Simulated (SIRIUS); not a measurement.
# ZnSe (Stilleite) (F-43m) in SIRIUS: reference runs, part 4 of 4

SIRIUS 7.12.0. The steps go on from the part before.

## (7) Equation of state, PBEsol, 23.67 Å³/atom (volume scaled by 1.04)

Input file sirius.json:

```json
{
  "control": {
    "processing_unit": "cpu",
    "std_evp_solver_name": "lapack",
    "gen_evp_solver_name": "lapack",
    "verbosity": 2,
    "print_forces": false,
    "ortho_rf": true,
    "use_second_variation": true,
    "rmt_max": 3.0,
    "num_bands_to_print": 24,
    "save_wf": true
  },
  "parameters": {
    "electronic_structure_method": "full_potential_lapwlo",
    "xc_functionals": ["XC_GGA_X_PBE_SOL", "XC_GGA_C_PBE_SOL"],
    "core_relativity": "dirac",
    "valence_relativity": "iora",
    "num_fv_states": 29,
    "smearing": "fermi_dirac",
    "smearing_width": 0.0018374661,
    "pw_cutoff": 20,
    "gk_cutoff": 3.77,
    "lmax_apw": 10,
    "lmax_rho": 8,
    "lmax_pot": 8,
    "num_mag_dims": 0,
    "auto_rmt": 0,
    "ngridk": [8, 8, 8],
    "shiftk": [0, 0, 0],
    "num_dft_iter": 80,
    "energy_tol": 1e-07,
    "density_tol": 1e-05,
    "use_symmetry": true
  },
  "settings": {"tol_ne": 1e-10},
  "iterative_solver": {"type": "exact"},
  "mixer": {"type": "anderson", "beta": 0.5, "max_history": 8},
  "unit_cell": {
    "lattice_vectors": [[0.0, 5.4255758928, 5.4255758928], [5.4255758928, 0.0, 5.4255758928], [5.4255758928, 5.4255758928, 0.0]],
    "atom_types": ["Se", "Zn"],
    "atom_files": {"Se": "Se.json", "Zn": "Zn.json"},
    "atoms": {"Se": [[0.75, 0.75, 0.75]], "Zn": [[0.0, 0.0, 0.0]]}
  }
}
```

Input file Se.json:

```json
{
  "name": "selenium",
  "symbol": "Se",
  "number": 34,
  "mass": 78.96,
  "rmin": 1e-06,
  "rmt": 2.23,
  "nrmt": 800,
  "rinf": 13.6,
  "core": "1s2s2p",
  "valence": [
    {"basis": [{"enu": -0.08, "dme": 0, "n": 0, "auto": 0}, {"enu": -0.08, "dme": 1, "n": 0, "auto": 0}]},
    {"l": 0, "n": 1, "basis": [{"enu": -0.1283, "dme": 0, "n": 0, "auto": 0}]},
    {"l": 1, "n": 2, "basis": [{"enu": 0.02, "dme": 0, "n": 0, "auto": 0}]},
    {"l": 2, "n": 3, "basis": [{"enu": 0.02, "dme": 0, "n": 0, "auto": 0}]},
    {"l": 3, "n": 4, "basis": [{"enu": 0.02, "dme": 0, "n": 0, "auto": 0}]}
  ],
  "lo": [
    {
      "l": 0,
      "basis": [{"enu": -0.1283, "dme": 0, "n": 0, "auto": 0}, {"enu": -0.1283, "dme": 1, "n": 0, "auto": 0}]
    },
    {
      "l": 0,
      "basis": [{"enu": -0.1283, "dme": 1, "n": 0, "auto": 0}, {"enu": -0.1283, "dme": 2, "n": 0, "auto": 0}]
    },
    {
      "l": 0,
      "basis": [{"enu": -7.5318, "dme": 0, "n": 3, "auto": 1}, {"enu": -7.5318, "dme": 1, "n": 3, "auto": 1}]
    },
    {
      "l": 0,
      "basis": [{"enu": -0.1283, "dme": 0, "n": 0, "auto": 0}, {"enu": 2.2847, "dme": 0, "n": 0, "auto": 0}]
    },
    {"l": 1, "basis": [{"enu": 0.02, "dme": 0, "n": 0, "auto": 0}, {"enu": 0.02, "dme": 1, "n": 0, "auto": 0}]},
    {
      "l": 1,
      "basis": [{"enu": -5.3406, "dme": 0, "n": 3, "auto": 1}, {"enu": -5.3406, "dme": 1, "n": 3, "auto": 1}]
    },
    {
      "l": 1,
      "basis": [{"enu": -5.3406, "dme": 1, "n": 3, "auto": 1}, {"enu": 0.02, "dme": 0, "n": 0, "auto": 0}]
    },
    {"l": 1, "basis": [{"enu": 0.02, "dme": 0, "n": 0, "auto": 0}, {"enu": 3.7201, "dme": 0, "n": 0, "auto": 0}]},
    {"l": 2, "basis": [{"enu": 0.02, "dme": 0, "n": 0, "auto": 0}, {"enu": 0.02, "dme": 1, "n": 0, "auto": 0}]},
    {
      "l": 2,
      "basis": [{"enu": -1.6995, "dme": 0, "n": 3, "auto": 1}, {"enu": -1.6995, "dme": 1, "n": 3, "auto": 1}]
    },
    {
      "l": 2,
      "basis": [{"enu": -1.6995, "dme": 1, "n": 3, "auto": 1}, {"enu": 0.02, "dme": 0, "n": 0, "auto": 0}]
    },
    {"l": 2, "basis": [{"enu": 0.02, "dme": 0, "n": 0, "auto": 0}, {"enu": 4.2027, "dme": 0, "n": 0, "auto": 0}]},
    {"l": 3, "basis": [{"enu": 0.02, "dme": 0, "n": 0, "auto": 0}, {"enu": 0.02, "dme": 1, "n": 0, "auto": 0}]},
    {"l": 3, "basis": [{"enu": 0.02, "dme": 0, "n": 0, "auto": 0}, {"enu": 3.519, "dme": 0, "n": 0, "auto": 0}]}
  ],
  "free_atom": [... radial grid and density of the free atom, the start of the SCF ...]
}
```

Input file Zn.json:

```json
{
  "name": "zinc",
  "symbol": "Zn",
  "number": 30,
  "mass": 65.38,
  "rmin": 1e-06,
  "rmt": 2.23,
  "nrmt": 800,
  "rinf": 14.28,
  "core": "1s2s2p",
  "valence": [
    {"basis": [{"enu": -0.08, "dme": 0, "n": 0, "auto": 0}, {"enu": -0.08, "dme": 1, "n": 0, "auto": 0}]},
    {"l": 0, "n": 1, "basis": [{"enu": 0.02, "dme": 0, "n": 0, "auto": 0}]},
    {"l": 1, "n": 2, "basis": [{"enu": 0.02, "dme": 0, "n": 0, "auto": 0}]},
    {"l": 2, "n": 3, "basis": [{"enu": -0.0081, "dme": 0, "n": 0, "auto": 0}]},
    {"l": 3, "n": 4, "basis": [{"enu": 0.02, "dme": 0, "n": 0, "auto": 0}]}
  ],
  "lo": [
    {"l": 0, "basis": [{"enu": 0.02, "dme": 0, "n": 0, "auto": 0}, {"enu": 0.02, "dme": 1, "n": 0, "auto": 0}]},
    {
      "l": 0,
      "basis": [{"enu": -4.4669, "dme": 0, "n": 3, "auto": 1}, {"enu": -4.4669, "dme": 1, "n": 3, "auto": 1}]
    },
    {
      "l": 0,
      "basis": [{"enu": -4.4669, "dme": 1, "n": 3, "auto": 1}, {"enu": 0.02, "dme": 0, "n": 0, "auto": 0}]
    },
    {"l": 0, "basis": [{"enu": 0.02, "dme": 0, "n": 0, "auto": 0}, {"enu": 3.2374, "dme": 0, "n": 0, "auto": 0}]},
    {"l": 1, "basis": [{"enu": 0.02, "dme": 0, "n": 0, "auto": 0}, {"enu": 0.02, "dme": 1, "n": 0, "auto": 0}]},
    {
      "l": 1,
      "basis": [{"enu": -2.8079, "dme": 0, "n": 3, "auto": 1}, {"enu": -2.8079, "dme": 1, "n": 3, "auto": 1}]
    },
    {
      "l": 1,
      "basis": [{"enu": -2.8079, "dme": 1, "n": 3, "auto": 1}, {"enu": 0.02, "dme": 0, "n": 0, "auto": 0}]
    },
    {"l": 1, "basis": [{"enu": 0.02, "dme": 0, "n": 0, "auto": 0}, {"enu": 3.7201, "dme": 0, "n": 0, "auto": 0}]},
    {
      "l": 2,
      "basis": [{"enu": -0.0081, "dme": 0, "n": 0, "auto": 0}, {"enu": -0.0081, "dme": 1, "n": 0, "auto": 0}]
    },
    {
      "l": 2,
      "basis": [{"enu": -0.0081, "dme": 1, "n": 0, "auto": 0}, {"enu": -0.0081, "dme": 2, "n": 0, "auto": 0}]
    },
    {
      "l": 2,
      "basis": [{"enu": -0.0081, "dme": 0, "n": 0, "auto": 0}, {"enu": 3.129, "dme": 0, "n": 0, "auto": 0}]
    },
    {"l": 3, "basis": [{"enu": 0.02, "dme": 0, "n": 0, "auto": 0}, {"enu": 0.02, "dme": 1, "n": 0, "auto": 0}]},
    {"l": 3, "basis": [{"enu": 0.02, "dme": 0, "n": 0, "auto": 0}, {"enu": 3.519, "dme": 0, "n": 0, "auto": 0}]}
  ],
  "free_atom": [... radial grid and density of the free atom, the start of the SCF ...]
}
```

Input file sirius_start.json:

```json
{
  "control": {
    "processing_unit": "cpu",
    "std_evp_solver_name": "lapack",
    "gen_evp_solver_name": "lapack",
    "verbosity": 1,
    "print_forces": false,
    "ortho_rf": true,
    "use_second_variation": true,
    "rmt_max": 3.0,
    "num_bands_to_print": 24,
    "save_wf": false
  },
  "parameters": {
    "electronic_structure_method": "full_potential_lapwlo",
    "xc_functionals": ["XC_LDA_X", "XC_LDA_C_PW"],
    "core_relativity": "dirac",
    "valence_relativity": "iora",
    "num_fv_states": 29,
    "smearing": "fermi_dirac",
    "smearing_width": 0.0055123983,
    "pw_cutoff": 20,
    "gk_cutoff": 3.01,
    "lmax_apw": 10,
    "lmax_rho": 8,
    "lmax_pot": 8,
    "num_mag_dims": 0,
    "auto_rmt": 0,
    "ngridk": [3, 3, 3],
    "shiftk": [0, 0, 0],
    "num_dft_iter": 30,
    "energy_tol": 0.01,
    "density_tol": 0.05,
    "use_symmetry": true
  },
  "settings": {"tol_ne": 1e-10},
  "iterative_solver": {"type": "exact"},
  "mixer": {"type": "anderson", "beta": 0.5, "max_history": 8},
  "unit_cell": {
    "lattice_vectors": [[0.0, 5.4255758928, 5.4255758928], [5.4255758928, 0.0, 5.4255758928], [5.4255758928, 5.4255758928, 0.0]],
    "atom_types": ["Se", "Zn"],
    "atom_files": {"Se": "Se.json", "Zn": "Zn.json"},
    "atoms": {"Se": [[0.75, 0.75, 0.75]], "Zn": [[0.0, 0.0, 0.0]]}
  }
}
```

Command:

```console
OMP_NUM_THREADS=1 sirius.scf --input=sirius_start.json --output=start.json
OMP_NUM_THREADS=1 sirius.scf --input=sirius.json --output=output.json --task=1
```

It took 54 s on 1 thread of Arm Neoverse V2, shared host; peak memory 0.48 GiB.

Results (log left out):

* Free energy: -114922.7159 eV
* Band gap on the k mesh: 1.01 eV, direct
* All electrons inside the program's atomic spheres: Se 32.02; Zn 28.56 (radii Se 2.23, Zn 2.23 bohr)

## (8) Equation of state, PBEsol, 24.12 Å³/atom (volume scaled by 1.06)

sirius.json, as its differences from that of step 7:

```diff
@@ -39,3 +39,3 @@
   "unit_cell": {
-    "lattice_vectors": [[0.0, 5.4255758928, 5.4255758928], [5.4255758928, 0.0, 5.4255758928], [5.4255758928, 5.4255758928, 0.0]],
+    "lattice_vectors": [[0.0, 5.4601346329, 5.4601346329], [5.4601346329, 0.0, 5.4601346329], [5.4601346329, 5.4601346329, 0.0]],
     "atom_types": ["Se", "Zn"],
```

Input file Se.json:

```json
{
  "name": "selenium",
  "symbol": "Se",
  "number": 34,
  "mass": 78.96,
  "rmin": 1e-06,
  "rmt": 2.23,
  "nrmt": 800,
  "rinf": 13.6,
  "core": "1s2s2p",
  "valence": [
    {"basis": [{"enu": -0.09, "dme": 0, "n": 0, "auto": 0}, {"enu": -0.09, "dme": 1, "n": 0, "auto": 0}]},
    {"l": 0, "n": 1, "basis": [{"enu": -0.1383, "dme": 0, "n": 0, "auto": 0}]},
    {"l": 1, "n": 2, "basis": [{"enu": 0.01, "dme": 0, "n": 0, "auto": 0}]},
    {"l": 2, "n": 3, "basis": [{"enu": 0.01, "dme": 0, "n": 0, "auto": 0}]},
    {"l": 3, "n": 4, "basis": [{"enu": 0.01, "dme": 0, "n": 0, "auto": 0}]}
  ],
  "lo": [
    {
      "l": 0,
      "basis": [{"enu": -0.1383, "dme": 0, "n": 0, "auto": 0}, {"enu": -0.1383, "dme": 1, "n": 0, "auto": 0}]
    },
    {
      "l": 0,
      "basis": [{"enu": -0.1383, "dme": 1, "n": 0, "auto": 0}, {"enu": -0.1383, "dme": 2, "n": 0, "auto": 0}]
    },
    {
      "l": 0,
      "basis": [{"enu": -7.5418, "dme": 0, "n": 3, "auto": 1}, {"enu": -7.5418, "dme": 1, "n": 3, "auto": 1}]
    },
    {
      "l": 0,
      "basis": [{"enu": -0.1383, "dme": 0, "n": 0, "auto": 0}, {"enu": 2.2747, "dme": 0, "n": 0, "auto": 0}]
    },
    {"l": 1, "basis": [{"enu": 0.01, "dme": 0, "n": 0, "auto": 0}, {"enu": 0.01, "dme": 1, "n": 0, "auto": 0}]},
    {
      "l": 1,
      "basis": [{"enu": -5.3506, "dme": 0, "n": 3, "auto": 1}, {"enu": -5.3506, "dme": 1, "n": 3, "auto": 1}]
    },
    {
      "l": 1,
      "basis": [{"enu": -5.3506, "dme": 1, "n": 3, "auto": 1}, {"enu": 0.01, "dme": 0, "n": 0, "auto": 0}]
    },
    {"l": 1, "basis": [{"enu": 0.01, "dme": 0, "n": 0, "auto": 0}, {"enu": 3.7101, "dme": 0, "n": 0, "auto": 0}]},
    {"l": 2, "basis": [{"enu": 0.01, "dme": 0, "n": 0, "auto": 0}, {"enu": 0.01, "dme": 1, "n": 0, "auto": 0}]},
    {
      "l": 2,
      "basis": [{"enu": -1.7095, "dme": 0, "n": 3, "auto": 1}, {"enu": -1.7095, "dme": 1, "n": 3, "auto": 1}]
    },
    {
      "l": 2,
      "basis": [{"enu": -1.7095, "dme": 1, "n": 3, "auto": 1}, {"enu": 0.01, "dme": 0, "n": 0, "auto": 0}]
    },
    {"l": 2, "basis": [{"enu": 0.01, "dme": 0, "n": 0, "auto": 0}, {"enu": 4.1927, "dme": 0, "n": 0, "auto": 0}]},
    {"l": 3, "basis": [{"enu": 0.01, "dme": 0, "n": 0, "auto": 0}, {"enu": 0.01, "dme": 1, "n": 0, "auto": 0}]},
    {"l": 3, "basis": [{"enu": 0.01, "dme": 0, "n": 0, "auto": 0}, {"enu": 3.509, "dme": 0, "n": 0, "auto": 0}]}
  ],
  "free_atom": [... radial grid and density of the free atom, the start of the SCF ...]
}
```

Input file Zn.json:

```json
{
  "name": "zinc",
  "symbol": "Zn",
  "number": 30,
  "mass": 65.38,
  "rmin": 1e-06,
  "rmt": 2.23,
  "nrmt": 800,
  "rinf": 14.28,
  "core": "1s2s2p",
  "valence": [
    {"basis": [{"enu": -0.09, "dme": 0, "n": 0, "auto": 0}, {"enu": -0.09, "dme": 1, "n": 0, "auto": 0}]},
    {"l": 0, "n": 1, "basis": [{"enu": 0.01, "dme": 0, "n": 0, "auto": 0}]},
    {"l": 1, "n": 2, "basis": [{"enu": 0.01, "dme": 0, "n": 0, "auto": 0}]},
    {"l": 2, "n": 3, "basis": [{"enu": -0.0181, "dme": 0, "n": 0, "auto": 0}]},
    {"l": 3, "n": 4, "basis": [{"enu": 0.01, "dme": 0, "n": 0, "auto": 0}]}
  ],
  "lo": [
    {"l": 0, "basis": [{"enu": 0.01, "dme": 0, "n": 0, "auto": 0}, {"enu": 0.01, "dme": 1, "n": 0, "auto": 0}]},
    {
      "l": 0,
      "basis": [{"enu": -4.4769, "dme": 0, "n": 3, "auto": 1}, {"enu": -4.4769, "dme": 1, "n": 3, "auto": 1}]
    },
    {
      "l": 0,
      "basis": [{"enu": -4.4769, "dme": 1, "n": 3, "auto": 1}, {"enu": 0.01, "dme": 0, "n": 0, "auto": 0}]
    },
    {"l": 0, "basis": [{"enu": 0.01, "dme": 0, "n": 0, "auto": 0}, {"enu": 3.2274, "dme": 0, "n": 0, "auto": 0}]},
    {"l": 1, "basis": [{"enu": 0.01, "dme": 0, "n": 0, "auto": 0}, {"enu": 0.01, "dme": 1, "n": 0, "auto": 0}]},
    {
      "l": 1,
      "basis": [{"enu": -2.8179, "dme": 0, "n": 3, "auto": 1}, {"enu": -2.8179, "dme": 1, "n": 3, "auto": 1}]
    },
    {
      "l": 1,
      "basis": [{"enu": -2.8179, "dme": 1, "n": 3, "auto": 1}, {"enu": 0.01, "dme": 0, "n": 0, "auto": 0}]
    },
    {"l": 1, "basis": [{"enu": 0.01, "dme": 0, "n": 0, "auto": 0}, {"enu": 3.7101, "dme": 0, "n": 0, "auto": 0}]},
    {
      "l": 2,
      "basis": [{"enu": -0.0181, "dme": 0, "n": 0, "auto": 0}, {"enu": -0.0181, "dme": 1, "n": 0, "auto": 0}]
    },
    {
      "l": 2,
      "basis": [{"enu": -0.0181, "dme": 1, "n": 0, "auto": 0}, {"enu": -0.0181, "dme": 2, "n": 0, "auto": 0}]
    },
    {
      "l": 2,
      "basis": [{"enu": -0.0181, "dme": 0, "n": 0, "auto": 0}, {"enu": 3.119, "dme": 0, "n": 0, "auto": 0}]
    },
    {"l": 3, "basis": [{"enu": 0.01, "dme": 0, "n": 0, "auto": 0}, {"enu": 0.01, "dme": 1, "n": 0, "auto": 0}]},
    {"l": 3, "basis": [{"enu": 0.01, "dme": 0, "n": 0, "auto": 0}, {"enu": 3.509, "dme": 0, "n": 0, "auto": 0}]}
  ],
  "free_atom": [... radial grid and density of the free atom, the start of the SCF ...]
}
```

sirius_start.json, as its differences from that of step 7:

```diff
@@ -39,3 +39,3 @@
   "unit_cell": {
-    "lattice_vectors": [[0.0, 5.4255758928, 5.4255758928], [5.4255758928, 0.0, 5.4255758928], [5.4255758928, 5.4255758928, 0.0]],
+    "lattice_vectors": [[0.0, 5.4601346329, 5.4601346329], [5.4601346329, 0.0, 5.4601346329], [5.4601346329, 5.4601346329, 0.0]],
     "atom_types": ["Se", "Zn"],
```

Command:

```console
OMP_NUM_THREADS=1 sirius.scf --input=sirius_start.json --output=start.json
OMP_NUM_THREADS=1 sirius.scf --input=sirius.json --output=output.json --task=1
```

Run time: 55 s. Hardware: 1 thread of Arm Neoverse V2, shared host; peak memory 0.48 GiB.

Results (log left out):

* Free energy: -114922.6944 eV
* Band gap on the k mesh: 0.94 eV, direct
* All electrons inside the program's atomic spheres: Se 32.01; Zn 28.54 (radii Se 2.23, Zn 2.23 bohr)

## (9) Equation of state, PBEsol

Potentials or basis: all-electron FP-LAPW, apw+lo standard.

No new run: the results of the series are fitted here.

Results:

```yaml
Equilibrium_volume: 22.33 Å³/atom
Bulk_modulus: 64 GPa
Pressure_derivative_of_the_bulk_modulus: "4.2 (rough: it moves with the points fitted)"
```

Energy against volume, from the lowest point:
```csv
volume (Å³/atom),energy (meV/atom)
21.391,8.67
21.846,2.25
22.301,0.00
22.757,1.78
23.212,6.44
23.667,14.50
24.122,25.22
```

## (10) Against experiment

Step 2. Measured gap of ZnSe: 2.695 eV (an exciton energy, a little under the gap; 300 K; “Alloy Disordering Effects on the Thermal Conductivity and Energy Gap Temperature Dependence of Cd1−xZnxSe Ternary Crystals Grown by the Bridgman Method”, 2023, pmc:10253836). This calculation gives 1.17 eV (-1.53 eV). So large a miss can be the level of theory's own, or it may mean another phase, state or a wrong row. Spin-orbit coupling on Se is left out. The value is that of PBEsol, without temperature or zero-point motion. Semilocal functionals fall short of measured gaps as a rule.
